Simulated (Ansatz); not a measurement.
# KF: K on a F site

Method: DFT PBE, scalar-relativistic, plane waves, PAW (Ansatz). Settings: 420 eV cutoff, 2×2×2 k-mesh, shifted by half a step, Gaussian smearing of 0.01 eV, collinear spin in charge -1 alone.

Host crystal, relaxed:

```yaml
crystal:
  lattice:
    - [0.00000, 2.71033, 2.71033]
    - [2.71033, 0.00000, 2.71033]
    - [2.71033, 2.71033, 0.00000]
  atoms:
    - { symbol: K, position: [0.00000, 0.00000, 0.00000] }
    - { symbol: F, position: [0.50000, 0.50000, 0.50000] }
```

Supercell of 32 atoms, rows in host cell vectors: -3 1 1; 1 1 -3; 1 -3 1. Atoms relax at the host's cell, keeping the symmetry that the supercell leaves at the site. The cell is small, so energies carry finite-size errors of tenths of an eV. The host's Kohn–Sham gap is 5.96 eV. Atoms are taken from and returned to the elements' standard states. Charged cells are corrected for image charges with the computed static dielectric tensor (mean 6.5) and aligned with the host's potential at far atoms (alignment terms reach 1.03 eV; the program doubts the alignment in some charges, where it is up to 0.41 eV). No band-filling term is added, and the Fermi level counts from the host's valence band top.

Defect: K on a F site set at (0.500, 0.500, 0.500) of the host cell. Before relaxation its nearest neighbours are 6 K at 2.71 Å.

```json
{"charge": "0", "E_f at the valence band top (eV)": "10.39", "over the neutral state (eV)": "0.00", "moment (μB)": "0.00", "largest move (Å)": "0.34", "atoms near the site": "6 K at 3.05 Å"}
{"charge": "-1", "E_f at the valence band top (eV)": "17.60", "over the neutral state (eV)": "7.20", "moment (μB)": "0.50", "largest move (Å)": "0.35", "atoms near the site": "6 K at 3.06 Å"}
{"charge": "-2", "E_f at the valence band top (eV)": "25.30", "over the neutral state (eV)": "14.91", "moment (μB)": "0.00", "largest move (Å)": "0.35", "atoms near the site": "6 K at 3.06 Å"}
```

Among the charges computed the stable one is 0 at the valence band top and stays so across the gap. In charge -1, -2 the extra carrier would gain by moving to a band edge of the host, so it isn't bound in the gap. In charge -1, -2 the cell has partly filled bands: a level of the defect may be part filled, the carrier may sit in the host's bands, or levels may cross between the k points, so transitions that involve it are doubtful. Fractional moments come from partly filled bands of the small cell.